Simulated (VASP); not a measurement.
Output of a VASP run:

File OSZICAR:
```
       N       E                     dE             d eps       ncg     rms          rms(c)
DAV:   1     0.881993069373E+02    0.88199E+02   -0.71058E+03   446   0.120E+03
DAV:   2     0.879150994752E+00   -0.87320E+02   -0.81871E+02   511   0.257E+02
DAV:   3    -0.669836204412E+01   -0.75775E+01   -0.75407E+01   538   0.762E+01
DAV:   4    -0.684964100362E+01   -0.15128E+00   -0.15118E+00   485   0.116E+01
DAV:   5    -0.685193596199E+01   -0.22950E-02   -0.22949E-02   523   0.145E+00    0.157E+00
DAV:   6    -0.673924311256E+01    0.11269E+00   -0.16923E-01   497   0.292E+00    0.949E-01
DAV:   7    -0.672066076920E+01    0.18582E-01   -0.60817E-02   545   0.163E+00    0.507E-01
DAV:   8    -0.671980337305E+01    0.85740E-03   -0.33739E-03   491   0.618E-01    0.119E-01
DAV:   9    -0.671973979981E+01    0.63573E-04   -0.16565E-04   497   0.120E-01    0.493E-02
DAV:  10    -0.671974393340E+01   -0.41336E-05   -0.22611E-05   526   0.531E-02    0.251E-03
DAV:  11    -0.671974381245E+01    0.12096E-06   -0.10945E-06   295   0.143E-02
   1 F= -.67197438E+01 E0= -.67197438E+01  d E =-.671974E+01
       N       E                     dE             d eps       ncg     rms          rms(c)
DAV:   1    -0.693171183158E+01   -0.21197E+00   -0.40410E+00   494   0.290E+01    0.247E+00
DAV:   2    -0.678038048346E+01    0.15133E+00   -0.21827E-01   491   0.497E+00    0.112E+00
DAV:   3    -0.674696227248E+01    0.33418E-01   -0.77428E-02   491   0.292E+00    0.406E-01
DAV:   4    -0.674389887422E+01    0.30634E-02   -0.23628E-03   440   0.529E-01    0.405E-02
DAV:   5    -0.674385528088E+01    0.43593E-04   -0.17920E-04   485   0.102E-01    0.236E-02
DAV:   6    -0.674385237420E+01    0.29067E-05   -0.49407E-06   488   0.352E-02    0.115E-02
DAV:   7    -0.674385156777E+01    0.80643E-06   -0.34806E-06   449   0.199E-02
   2 F= -.67438516E+01 E0= -.67438516E+01  d E =-.241078E-01
       N       E                     dE             d eps       ncg     rms          rms(c)
DAV:   1    -0.702698150486E+01   -0.28313E+00   -0.59545E+00   494   0.355E+01    0.303E+00
DAV:   2    -0.680598700827E+01    0.22099E+00   -0.30756E-01   488   0.613E+00    0.138E+00
DAV:   3    -0.675543675036E+01    0.50550E-01   -0.11716E-01   494   0.365E+00    0.499E-01
DAV:   4    -0.675104898073E+01    0.43878E-02   -0.37282E-03   440   0.685E-01    0.496E-02
DAV:   5    -0.675097721762E+01    0.71763E-04   -0.27263E-04   494   0.138E-01    0.272E-02
DAV:   6    -0.675097449131E+01    0.27263E-05   -0.78322E-06   464   0.416E-02    0.134E-02
DAV:   7    -0.675097336136E+01    0.11300E-05   -0.47485E-06   440   0.230E-02    0.357E-03
DAV:   8    -0.675097321211E+01    0.14925E-06   -0.38317E-07   220   0.109E-02
   3 F= -.67509732E+01 E0= -.67509732E+01  d E =-.312294E-01
       N       E                     dE             d eps       ncg     rms          rms(c)
DAV:   1    -0.676705395945E+01   -0.16081E-01   -0.34432E-01   494   0.901E+00    0.699E-01
DAV:   2    -0.675476259495E+01    0.12291E-01   -0.17674E-02   485   0.146E+00    0.322E-01
DAV:   3    -0.675194845280E+01    0.28141E-02   -0.64452E-03   497   0.860E-01    0.113E-01
DAV:   4    -0.675170167111E+01    0.24678E-03   -0.19425E-04   440   0.153E-01    0.119E-02
DAV:   5    -0.675169800120E+01    0.36699E-05   -0.13234E-05   485   0.298E-02    0.671E-03
DAV:   6    -0.675169774182E+01    0.25937E-06   -0.52229E-07   235   0.124E-02
   4 F= -.67516977E+01 E0= -.67516977E+01  d E =-.319539E-01
```

OUTCAR:
```
------------------------ aborting loop because EDIFF is reached ----------------------------------------
  FORCE on cell =-STRESS in cart. coord.  units (eV):
  Direction    XX          YY          ZZ          XY          YZ          ZX
  --------------------------------------------------------------------------------------
  Total       -0.0022488     -0.0022488     -0.0022488     -0.0000000      0.0000000     -0.0000000
  in kB       -0.0743001     -0.0743001     -0.0743001     -0.0000000      0.0000000     -0.0000000
  external PRESSURE =      -0.0743001 kB  Pullay stress =       0.0000000 kB
  volume of cell :       48.49
      direct lattice vectors                 reciprocal lattice vectors
     0.000000000  2.894321929  2.894321929    -0.172752034  0.172752034  0.172752034
     2.894321929 -0.000000000  2.894321929     0.172752034 -0.172752034  0.172752034
     2.894321929  2.894321929  0.000000000     0.172752034  0.172752034 -0.172752034
 POSITION                                       TOTAL-FORCE (eV/Angst)
 -----------------------------------------------------------------------------------
      0.00000     -0.00000      0.00000         0.000000      0.000000      0.000000
      2.89432      2.89432      2.89432        -0.000000      0.000000     -0.000000
 -----------------------------------------------------------------------------------
    total drift:                                0.000000     -0.000000     -0.000000
  FREE ENERGIE OF THE ION-ELECTRON SYSTEM (eV)
  ---------------------------------------------------
  free  energy   TOTEN  =        -6.7516977418 eV

  energy  without entropy=       -6.7516977418  energy(sigma->0) =       -6.75169774

 reached required accuracy - stopping structural energy minimisation
```
(Selected blocks of OUTCAR.)

**POSCAR**
```
NaBr
1
    0.0000000000     2.9850000000     2.9850000000
    2.9850000000     0.0000000000     2.9850000000
    2.9850000000     2.9850000000     0.0000000000
Na Br
1 1
Direct
  0.0000000000   0.0000000000   0.0000000000
  0.5000000000   0.5000000000   0.5000000000
```

Question: Write an INCAR and KPOINTS that could have produced this output.

Answer: One answer among several that fit: the input of the run itself, LDA (Ceperley-Alder, Perdew-Zunger), plane waves, VASP's LDA PAW potentials (set 64).

INCAR:
```
# general
SYSTEM =NaBr
PREC   =Accurate
ENCUT  =520
LREAL  =F
LASPH  =T

# electronic loop
EDIFF  =1E-6
NELM   =100
ALGO   =Normal
LMAXMIX=4

# smearing
ISMEAR =0
SIGMA  =0.05

# ions
IBRION =2
NSW    =60
ISIF   =3
EDIFFG =-0.01

# output
LWAVE  =F
LCHARG =F
```

File KPOINTS:
```
Automatic mesh
0
G
7 7 7
0 0 0
```

POTCAR, in this order: Na_pv Br (LDA.64 set). Program: vasp_std.

Energy and stress use the plane-wave basis of the starting cell.

The compound is NaBr in the rock salt structure. This run relaxes it. Symmetry was kept, so distortions that lower it aren't found.
